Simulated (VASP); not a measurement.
# Al8P7 (a cell with a defect) in VASP: a series of runs, part 3 of 3

VASP 6.6.1. Earlier steps stand in the parts before.

### 6 Single point, PBE

File INCAR:

```
SYSTEM = Al8P7
PREC = Accurate ; ENCUT = 520
EDIFF = 1E-6 ; ISMEAR = 0
SIGMA = 0.1 ; LREAL = Auto
LASPH = .True. ; NELM = 80
ALGO = Normal ; ISIF = 2
LWAVE = .False. ; LCHARG = .True.
GGA = PE ; LELF = .True.
LVHAR = .True. ; NBANDS = 42
```

File KPOINTS:

```
regular mesh
0
Gamma
  2 2 2
  0 0 0
```

File POSCAR:

```
Al8P7
1.0
    0.0000000000      5.4279060000      5.4279060000
    5.4279060000      0.0000000000      5.4279060000
    5.4279060000      5.4279060000      0.0000000000
Al P
8 7
Direct
    0.0011068725     -0.0008262855      0.0003981277
    0.0007348138     -0.0000601521      0.4990476069
   -0.0194091423      0.5068365222      0.0066018092
    0.0008309834      0.5011294411      0.4998648650
    0.5064216293     -0.0168652515      0.0048493839
    0.5019979160     -0.0006303536      0.4993652248
    0.5067134545      0.5054739341      0.0060012093
    0.5069957917      0.5068390094      0.4808000544
    0.1262399349      0.1262314602      0.1236033749
    0.1261262631      0.1251446690      0.6244801402
    0.1263433818      0.6238811063      0.1245612949
    0.6256313208      0.1250736472      0.1239174002
    0.6253085444      0.1262597399      0.6245647953
    1.1265032961      0.6247219462     -0.3741363612
    0.6253885937      0.6240355857      0.6256782081
```

Potentials or basis: VASP PAW PBE potentials, release 64 (Al, P).

Started as:

```bash
> cat potpaw_PBE.64/Al/POTCAR potpaw_PBE.64/P/POTCAR > POTCAR
> mpirun -np 1 vasp_std > vasp.out
```

OUTCAR:

```text
SYSTEM = Al8P7
   PREC = Accurate
   ENCUT = 520
   EDIFF = 1E-6
   ISMEAR = 0
   LREAL = Auto
   LASPH = .True.
   NELM = 80
   ISIF = 2
   GGA = PE

 ion  position               nearest neighbor table
   1  0.001  0.999  0.000-  11 2.35   9 2.35  12 2.35  10 2.36
   2  0.001  1.000  0.499-  14 2.35  13 2.35   9 2.35  10 2.36
   3  0.981  0.507  0.007-   9 2.39  14 2.39  11 2.39
   4  0.001  0.501  0.500-  14 2.35  11 2.35  15 2.35  10 2.36
   5  0.506  0.983  0.005-  12 2.39   9 2.39  13 2.39
   6  0.502  0.999  0.499-  15 2.35  13 2.35  12 2.35  10 2.36
   7  0.507  0.505  0.006-  15 2.39  11 2.39  12 2.39
   8  0.507  0.507  0.481-  15 2.39  14 2.39  13 2.39
   9  0.126  0.126  0.124-   1 2.35   2 2.35   5 2.39   3 2.39
  10  0.126  0.125  0.624-   6 2.36   1 2.36   4 2.36   2 2.36
  11  0.126  0.624  0.125-   1 2.35   4 2.35   7 2.39   3 2.39
  12  0.626  0.125  0.124-   6 2.35   1 2.35   5 2.39   7 2.39
  13  0.625  0.126  0.625-   6 2.35   2 2.35   5 2.39   8 2.39
  14  0.127  0.625  0.626-   2 2.35   4 2.35   8 2.39   3 2.39
  15  0.625  0.624  0.626-   6 2.35   4 2.35   7 2.39   8 2.39

  LATTYP: Found a face centered cubic cell.
 ALAT       =    10.8558120000

  Lattice vectors:

 A1 = (   0.0000000000,   5.4279060000,   5.4279060000)
 A2 = (   5.4279060000,   0.0000000000,   5.4279060000)
 A3 = (   5.4279060000,   5.4279060000,   0.0000000000)

Analysis of symmetry for initial positions (statically):
=====================================================================
 Subroutine PRICEL returns:
 Original cell was already a primitive cell.

 Routine SETGRP: Setting up the symmetry group for a
 face centered cubic supercell.

 Subroutine GETGRP returns: Found  1 space group operations
 (whereof  1 operations were pure point group operations)
 out of a pool of 48 trial point group operations.

The static configuration has the point symmetry C_1 .

Analysis of symmetry for dynamics (positions and initial velocities):
=====================================================================
 Subroutine PRICEL returns:
 Original cell was already a primitive cell.

 Routine SETGRP: Setting up the symmetry group for a
 face centered cubic supercell.

 Subroutine GETGRP returns: Found  1 space group operations
 (whereof  1 operations were pure point group operations)
 out of a pool of 48 trial point group operations.

The dynamic configuration has the point symmetry C_1 .

 Subroutine INISYM returns: Found  1 space group operations
 (whereof  1 operations are pure point group operations),
 and found     1 'primitive' translations

----------------------------------------------------------------------------------------

                                     Primitive cell

  volume of cell :     319.8357

  direct lattice vectors                    reciprocal lattice vectors
     0.000000000  5.427906000  5.427906000    -0.092116555  0.092116555  0.092116555
     5.427906000  0.000000000  5.427906000     0.092116555 -0.092116555  0.092116555
[... 78 lines left out ...]
   total plane-waves  NPLWV = 216000
   dimension x,y,z NGX =    60 NGY =   60 NGZ =   60
   dimension x,y,z NGXF=   120 NGYF=  120 NGZF=  120
   ions per type =               8   7
   NGX,Y,Z   is equivalent  to a cutoff of  12.99, 12.99, 12.99 a.u.
   NGXF,Y,Z  is equivalent  to a cutoff of  25.99, 25.99, 25.99 a.u.
 SYSTEM =  Al8P7
   PREC   = accura    normal or accurate (medium, high low for compatibility)
   ISTART =      0    job   : 0-new  1-cont  2-samecut
   ICHARG =      2    charge: 1-file 2-atom 10-const
   ISPIN  =      1    spin polarized calculation?
   LNONCOLLINEAR =      F non collinear calculations
   LSORBIT =      F    spin-orbit coupling
   LASPH  =      T    aspherical Exc in radial PAW
   ENCUT  =  520.0 eV  38.22 Ry    6.18 a.u.  14.27 14.27 14.27*2*pi/ulx,y,z
   NELM   =     80;   NELMIN=  2; NELMDL= -5     # of ELM steps
   EDIFF  = 0.1E-05   stopping-criterion for ELM
   LREAL  =      T    real-space projection
   EDIFFG = 0.1E-04   stopping-criterion for IOM
   NSW    =      0    number of steps for IOM
   IBRION =     -1    ionic relax: 0-MD 1-quasi-New 2-CG
   NFREE  =      0    steps in history (QN), initial steepest desc. (CG)
   ISIF   =      2    stress and relaxation
   ISYM   =      2    0-nonsym 1-usesym 2-fastsym
   POTIM  = 0.5000    time-step for ionic-motion
   TEBEG  =    0.0;   TEEND  =   0.0 temperature during run
   PSTRESS=    0.0 pullay stress
   NELECT =      59.0000    total number of electrons
   NUPDOWN=      -1.0000    fix difference up-down
   EMIN   =  10.00;   EMAX   =-10.00  energy-range for DOS
   EFERMI =   0.00;   METHOD = LEGACY
   ISMEAR =     0;   SIGMA  =   0.10  broadening in eV -4-tet -1-fermi 0-gaus
   EFERMI_NEDOS =   21; number of points for ismear=-14 and -15
   IALGO  =     38    algorithm
   IMIX   =      4    mixing-type and parameters
     AMIX     =   0.40;   BMIX     =  1.00
     AMIX_MAG =   1.60;   BMIX_MAG =  1.00
  volume/ion in A,a.u.               =      21.32       143.89
  Fermi-wavevector in a.u.,A,eV,Ry     =   0.931930  1.761092 11.816566  0.868493
  Thomas-Fermi vector in A             =   2.058474
   LORBIT       =      0    0 simple, 1 ext, 2 COOP (PROOUT), +10 PAW based schemes
   GGA     = PE    functional components
   LHFCALC =     F    Hartree Fock is set to
   AEXX    =    0.0000 exact exchange contribution
   IVDW    =     0    specifies the selected vdW correction
   LEPSILON=     F    determine dielectric tensor
   LRPA    =     F    only Hartree local field effects (RPA)
 non-spin polarized calculation
 Gauss-broadening in eV      SIGMA  =   0.10
  energy-cutoff  :      520.00
  volume of cell :      319.84
 maximum number of plane-waves:      8646
 NGX is ok and might be reduce to    60
   NGX = 29   NGY = 29   NGZ = 29

 number of electron      58.9999995 magnetization

 Free energy of the ion-electron system (eV)
  ---------------------------------------------------
  ext. energy  EPLUGINS =         0.00000000
  ---------------------------------------------------
  free energy    TOTEN  =       -73.37477594 eV

  energy without entropy =      -73.35220252  energy(sigma->0) =      -73.36348923

 E-fermi :   4.7049     XC(G=0):  -9.0537

 val. band max:        4.4745309819   @ k =   0.0000   0.5000   0.5000
 cond. band min:       4.7482613522   @ k =   0.5000   0.0000   0.0000
 fundamental gap:      0.2737303703
 Fermi energy:         4.7049236607

 k-point     1 :       0.0000    0.0000    0.0000
  band No.  band energies     occupation
      1      -7.1377      2.00000
      2      -5.5862      2.00000
      3      -5.5857      2.00000
      4      -5.5848      2.00000
      5      -5.1734      2.00000
      6      -4.9163      2.00000
[... 341 lines left out ...]
     40       8.7347      0.00000
     41       9.1551      0.00000
 [bands above 41 left out]

------------------------ aborting loop because EDIFF is reached ----------------------------------------

  FORCE on cell =-STRESS in cart. coord.  units (eV):
  Direction    XX          YY          ZZ          XY          YZ          ZX
  --------------------------------------------------------------------------------------
  -------------------------------------------------------------------------------------
  Total        1.7020804      1.7033417      1.7003721     -0.0036761     -0.0153814      0.0376667
  in kB        8.5263605      8.5326790      8.5178033     -0.0184148     -0.0770512      0.1886865
  external PRESSURE =       8.5256143 kB  Pullay stress =       0.0000000 kB

 VOLUME and BASIS-vectors are now :
 -----------------------------------------------------------------------------
  energy-cutoff  :      520.00
  volume of cell :      319.84
      direct lattice vectors                 reciprocal lattice vectors
     0.000000000  5.427906000  5.427906000    -0.092116555  0.092116555  0.092116555
     5.427906000  0.000000000  5.427906000     0.092116555 -0.092116555  0.092116555
     5.427906000  5.427906000  0.000000000     0.092116555  0.092116555 -0.092116555

 POSITION                                       TOTAL-FORCE (eV/Angst)
 -----------------------------------------------------------------------------------
      5.42558      0.00817      5.42943        -0.000966     -0.004319      0.008962
      8.13636      2.71277      5.43157         0.006848      0.004382      0.012413
      2.78689      5.35839      8.07362        -0.015491      0.014294      0.021353
      5.43330      2.71773      2.72459        -0.008740      0.002917     -0.008130
      5.36269      2.77513      8.08517         0.012451     -0.009783      0.016297
      8.13499      5.43531      8.14928         0.007395     -0.005732     -0.001287
      2.77624      2.78297      5.49406        -0.015179     -0.014230     -0.012854
      5.36081      5.36166      5.50300         0.008610      0.017666     -0.017575
      1.35608      1.35613      1.37039         0.002013      0.003756     -0.007764
      4.06889      4.07422      1.36387        -0.000098     -0.002346     -0.009652
      4.06248      1.36189      4.07215        -0.002804     -0.006290      0.003431
      1.35150      4.06848      4.07476         0.009319      0.001736     -0.000307
      4.07540      6.78419      4.07944        -0.000730      0.002481     -0.005578
      6.78806      4.08378      4.07758        -0.003798      0.000903     -0.005763
      6.78333      6.79067      6.78176         0.001172     -0.005436      0.006453
 -----------------------------------------------------------------------------------
    total drift:                                0.004424     -0.004193     -0.007204

  FREE ENERGIE OF THE ION-ELECTRON SYSTEM (eV)
  ---------------------------------------------------
  free  energy   TOTEN  =       -73.3747759363 eV

  energy  without entropy=      -73.3522025167  energy(sigma->0) =      -73.36348923
```

It took 3.2 min on 1 thread of Intel Xeon Platinum 8259CL at 2.50GHz (Skylake/Cascade Lake), shared host; peak memory 0.48 GiB.

Results:

```
Free energy            : -73.3748 eV
Pressure               : 0.9 GPa
Largest force          : 0.030 eV/Å
Band gap on the k mesh : none (metal or under the smearing width)
```

Forces on the atoms (eV/Å):
```
Al  -0.001 -0.004  0.009
Al   0.007  0.004  0.012
Al  -0.015  0.014  0.021
Al  -0.009  0.003 -0.008
Al   0.012 -0.010  0.016
Al   0.007 -0.006 -0.001
Al  -0.015 -0.014 -0.013
Al   0.009  0.018 -0.018
P    0.002  0.004 -0.008
P    0.000 -0.002 -0.010
P   -0.003 -0.006  0.003
P    0.009  0.002  0.000
P   -0.001  0.002 -0.006
P   -0.004  0.001 -0.006
P    0.001 -0.005  0.006
```

Caveat: the k mesh is coarse (spacing up to 0.50 Å⁻¹), so the values aren't converged.
